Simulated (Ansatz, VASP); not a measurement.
Two plane-wave programs on HfN

```
Hf N
1.0
     3.15466    0.00000    0.00000
    -1.57733    2.73202    0.00000
     0.00000    0.00000    5.45264
Hf N
2 2
Direct
  0.33333 0.66667 0.25000
  0.66667 0.33333 0.75000
  0.00000 0.00000 0.50000
  0.00000 0.00000 0.00000
```

Change from the starting cell: volume scaled by 1.02.

Alike in both runs: task single point; functional PBEsol; k mesh 10 × 10 × 5; occupations fermi-dirac, width 0.05 eV; no spin polarisation.

```csv
,VASP,Ansatz
version,VASP 6.6.1,Ansatz 0.2.0
potentials or method,"VASP PAW PBE potentials, release 64 (Hf_pv, N)",Ansatz PAW
plane-wave cutoff (eV),520,420
valence electrons in the cell,30,62
```

Ansatz gave:

```
gap on the k mesh at the Fermi level (eV)       : none
pressure (GPa)                                  : -7.6
largest component of the traceless stress (GPa) : 0.56
```

Q: Which values does VASP return?

A: gap on the k mesh at the Fermi level (eV): none; pressure (GPa): -9.6; largest component of the traceless stress (GPa): 0.49.

A gap of «none» marks a metal or a gap that the smearing closes. The two sets of potentials don't hold the same shells in valence.

Caveats: the PAW data sets were made with another functional, which shifts forces and pressure a little (VASP); the pressure holds a Pulay correction of +0.5 GPa for the finite cutoff (Ansatz); the PAW data sets come from PBE, with cores solved anew for the run's functional, which leaves a small shift of forces and pressure (Ansatz). Spin-orbit coupling is left out, which matters for the levels of Hf.
